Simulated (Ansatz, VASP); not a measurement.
# One calculation of Y, two programs

INCAR

```
PREC     = Accurate       # precision mode
ENCUT    = 520            # plane-wave cutoff, eV
EDIFF    = 1E-7           # SCF threshold, eV
ISMEAR   = -1             # smearing method
SIGMA    = 0.08           # smearing width, eV
LREAL    = F              # projectors in reciprocal space
LASPH    = T              # aspherical terms in the spheres
NELM     = 80             # most SCF steps
ALGO     = Normal         # electronic algorithm
ISIF     = 2              # what is computed and relaxed
LWAVE    = F              # write WAVECAR
LCHARG   = F              # write CHGCAR
GGA      = PE             # functional
NBANDS   = 12             # bands
```

KPOINTS

```
Automatic mesh
0
Gamma
  13 13 13
```

File POSCAR:

```
Y
1.0
   -1.9662861831      1.9662861831      1.9662861831
    1.9662861831     -1.9662861831      1.9662861831
    1.9662861831      1.9662861831     -1.9662861831
Y
1
Direct
    0.0000000000      0.0000000000      0.0000000000
```

Input for Ansatz:

```yaml
crystal:
  lattice:
    - [-1.9662861831, 1.9662861831, 1.9662861831]
    - [1.9662861831, -1.9662861831, 1.9662861831]
    - [1.9662861831, 1.9662861831, -1.9662861831]
  atoms:
    - { symbol: "Y", position: [0.0, 0.0, 0.0] }
kpoints:
  mp_grid: { grid: [13, 13, 13] }
scf:
  occupations: { method: fermi_dirac, width: 0.08 }
hamiltonian:
  xc: pbe
  pseudopotentials: { kind: paw }
output:
  forces: true
  stress: true
  eigenvalues: true
  populations: true
```

Change from the starting cell: volume scaled by 0.92, PAW files.

Alike in both runs: task single point; functional PBE; k mesh 13 × 13 × 13; occupations fermi-dirac, width 0.08 eV; no spin polarisation.

|  | VASP | Ansatz |
| --- | --- | --- |
| version | VASP 6.6.1 | Ansatz 0.2.0 |
| potentials or method | VASP PAW PBE potentials, release 64 (Y_sv) | PAW with Ansatz's default frozen-core files, scalar-relativistic |
| plane-wave cutoff (eV) | 520 | 420 |
| valence electrons in the cell | 11 | 11 |

```csv
,VASP,Ansatz,Ansatz less VASP
pressure (GPa),3.5,3.6,+0.14
```

With one functional, cell and mesh, what is left measures potentials, basis and numerics.
